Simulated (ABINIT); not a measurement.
Crystal: GaN.

```
CELL_PARAMETERS angstrom
0.00000 2.25350 2.25350
2.25350 0.00000 2.25350
2.25350 2.25350 0.00000
ATOMIC_POSITIONS crystal
Ga 0.00000 0.00000 0.00000
N 0.25000 0.25000 0.25000
```

The cell is a database's computed one.

Program: ABINIT 10.8.3 (patched build). Alike in all runs: no spin polarisation; cell as given; smearing fermi-dirac 0.05 eV.

Order these runs on this cell by their band gap on the k mesh, lowest first.
A. level HLE16; potentials or basis JTH PAW PBE v2.0; k mesh 10 × 10 × 10; cutoff (eV) 680; fine-grid cutoff 1278.94 eV
B. level LDA; potentials or basis JTH PAW LDA v2.0; k mesh 13 × 13 × 13; cutoff (eV) 680; fine-grid cutoff 1278.94 eV
C. level HCTH407; potentials or basis PseudoDojo NC SR PBE v0.4.1 standard; k mesh 10 × 10 × 10; cutoff (eV) 1143

B (1.73 eV), C (2.16 eV), A (2.45 eV).

Caveats: the potentials were made for a functional far from this one (some runs).
